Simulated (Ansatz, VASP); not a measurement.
## Cd: VASP beside Ansatz

```
Cd
1.0
     2.37351    1.37035    1.10176
    -2.37351    1.37035    1.10176
     0.00000   -2.74069    1.10176
Cd
1
Direct
  0.50000 0.50000 0.50000
```

Alike in both runs: functional PBEsol; k mesh 21 × 21 × 21; occupations gaussian, width 0.1 eV; no spin polarisation.

Ansatz relaxed the structure, and its values are those at the end. VASP's run is a single point on that final structure, the one shown.

|  | VASP | Ansatz |
| --- | --- | --- |
| version | VASP 6.6.1 | Ansatz 0.2.0 |
| potentials or method | VASP PAW PBE potentials, release 64 (Cd) | scalar-relativistic, plane waves, PAW |
| plane-wave cutoff (eV) | 520 | 420 |
| valence electrons in the cell | 12 | 20 |

```csv
,VASP,Ansatz,Ansatz less VASP
gap on the k mesh at the Fermi level (eV),none,none,-
pressure (GPa),0.3,0.0,-0.34
```

A gap of «none» marks a metal or a gap that the smearing closes. The two sets of potentials don't hold the same shells in valence.

Caveats: the PAW data sets were made with another functional, which shifts forces and pressure a little (VASP).
